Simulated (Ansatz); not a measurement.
# GaSb (buck sheet): the cost of one run

Method: DFT PBE, scalar-relativistic, plane waves, PAW, in Ansatz 0.2.0.

2 further runs of the same task are left out: 2 set aside as unsound or not needed. Runs told in other sessions of the task aren't counted.

## Step 1: The starting structure

The structure is trigonal, space group P3m1 (No. 156). Conventional cell: a = 4.376 Å, b = 4.376 Å, c = 24.879 Å, α = 90.00°, β = 90.00°, γ = 120.00°. Around Ga (site symmetry 3m) lie 3 Sb at 2.62 Å. Sb (site symmetry 3m) is surrounded by 3 Ga at 2.62 Å.

As a file:

```
Ga Sb
1.0
     4.37573    0.00000    0.00000
    -2.18786    3.78949    0.00000
     0.00000    0.00000   24.87950
Ga Sb
1 1
Direct
  0.33333 0.66667 0.35859
  0.66667 0.33333 0.38659
```

This sheet was relaxed beforehand with the same method; its gap on the mesh is 0.86 eV.

## Step 2: Next: the zigzag ribbon, N = 3, edge spins started parallel

The ribbon is cut from the relaxed sheet, periodic along c; N counts formula units a period. The edge energy is the mean of both edges over the sheet, -5133.5272 eV an atom.

The cell holds 3 Ga, 3 Sb: a = 17.800 Å, b = 10.000 Å, c = 4.376 Å, α = 90.00°, β = 90.00°, γ = 90.00°.

## Step 3: Relaxing it

Pressure and volume refer to the whole cell with its vacuum; only the period along c may change.

input.yaml

```yaml
crystal:
  lattice:
    - [17.8, 0.0, 0.0]
    - [0.0, 10.0, 0.0]
    - [0.0, 0.0, 4.3757280948]
  atoms:
    - { symbol: Ga, position: [0.3225893403, 0.4651641641, 0.5] }
    - { symbol: Ga, position: [0.5354821319, 0.4651641641, 0.0] }
    - { symbol: Ga, position: [0.7483749235, 0.4651641641, 0.5], spin: 1.0 }
    - { symbol: Sb, position: [0.2516250765, 0.5348358359, 0.0], spin: 1.0 }
    - { symbol: Sb, position: [0.4645178681, 0.5348358359, 0.5] }
    - { symbol: Sb, position: [0.6774106597, 0.5348358359, 0.0] }
basis:
  ecutwfc: 420
kpoints:
  mp_grid: { grid: [1, 1, 12] }
hamiltonian:
  xc: pbe
scf:
  occupations: { method: gaussian, width: 0.05 }
output:
  forces: true
  stress: true
  eigenvalues: true
  populations: true
  write_density: true
  write_potential: true
  elf: true
  volumetric_format: npy
magnetization:
  spin_polarized: true
relax:
  adjacent_minimum: "off"
  f_tol: 0.02
  max_steps: 45
  cell: { fix: [a, b, alpha, beta, gamma], stress_tol: 0.03 }
```

The run is started by

```
ansatz run input.yaml --threads 4 --pin off --max-ram 11264MiB --backend cpu --events-out ev --progress --plain --runs-dir out
```

**Question.** How long does this run take on 4 threads of Arm Neoverse V2, shared host, and how much memory does it need?

About 17 min, with a peak of 1.7 GiB.
